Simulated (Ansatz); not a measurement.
# SnSe, one cell by several methods

```
CELL_PARAMETERS angstrom
0.00000 3.01043 3.01043
3.01043 0.00000 3.01043
3.01043 3.01043 0.00000
ATOMIC_POSITIONS crystal
Sn 0.00000 0.00000 0.00000
Se 0.50000 0.50000 0.50000
```

Atom numbers follow the list: Sn1, Se2.

Structure from Materials Project entry mp-2693 (possibly hypothetical), not relaxed further.

No spin–orbit coupling, which matters for the heavy atoms here.

All numbers are computed: DFT, PBEsol, PAW with Ansatz's default frozen-core files, scalar-relativistic (Ansatz 0.2.0); DFT, PBEsol, all-electron LAPW, scalar-relativistic (Ansatz 0.2.0).

For PAW: a Γ-centred 11×11×11 k mesh, Fermi–Dirac smearing of 0.05 eV, cutoff 420 eV, no spin polarisation; the PAW files were made with PBE, and the program remakes their frozen cores for this functional. LAPW targets a basis error of 1 meV/atom. The Ansatz runs share mesh, smearing and spin set-up. Plane-wave (PAW) pressures include the program's estimate of the Pulay term.

Stress and pressure are positive in compression.

Levels count from the Fermi level.

PAW results:

| quantity | PAW |
| --- | --- |
| pressure (GPa) | -1.82 |
| highest filled level at X (eV) | -3.808 |
| lowest empty level at X (eV) | 2.757 |
| highest filled level at L (eV) | -0.253 |
| lowest empty level at L (eV) | 0.396 |

Problem. What does LAPW (all electrons) give for the same quantities?

Solution. 
| quantity | LAPW |
| --- | --- |
| pressure (GPa) | -1.82 |
| highest filled level at X (eV) | -3.809 |
| lowest empty level at X (eV) | 2.756 |
| highest filled level at L (eV) | -0.253 |
| lowest empty level at L (eV) | 0.397 |
